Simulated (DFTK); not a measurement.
AlN under changes of volume

One of the cells (10.417 Å³/atom); the others are scaled copies at fixed shape and fractional positions:

```
Al N
1.0
     0.00000    2.18399    2.18399
     2.18399    0.00000    2.18399
     2.18399    2.18399    0.00000
Al N
1 1
Direct
  0.00000 0.00000 0.00000
  0.25000 0.25000 0.25000
```

Measurements of this composition are mostly on another form, of space group No. 186.

```yaml
Program: DFTK 0.8.2
Functional: PBEsol
Potentials_or_basis: dojo.nc.sr.pbesol.v0_4_1.standard.upf (PBEsol)
Cutoff: 1143 eV
k_mesh: 10 × 10 × 10
Occupations: fermi-dirac, width 0.05 eV
Spin: no spin polarisation
```

```csv
volume (Å³/atom),energy over the lowest point (meV/atom),pressure (GPa),gap on the mesh (eV)
9.792,31.39,15.6,3.22
10.001,?,?,?
10.209,4.36,5.5,3.20
10.417,0.00,1.2,3.19
10.626,0.99,-2.7,3.18
10.834,6.84,-6.2,3.17
11.042,17.08,-9.5,3.16
```

Task: What does the run at 10.001 Å³/atom give?

Result: Energy over the lowest point 14.62 meV/atom; pressure 10.3 GPa; gap on the mesh 3.21 eV.

Worked out: A Birch-Murnaghan fit of order 3 (a polynomial in V^(-2/3)) to the other rows has its minimum at 10.48 Å³/atom with B0 = V·E''(V) = 201 GPa and B' = 3.8. It gives 14.59 meV/atom at 10.001 Å³/atom, against the run's 14.62, and -dE/dV = 10.3 GPa, against 10.3. A straight line through the other rows of the gap, of slope -0.499 eV per unit of ln V, gives 3.21 eV, against the run's 3.21.

Energies are extrapolated to zero smearing.

A mesh can miss the band edges.
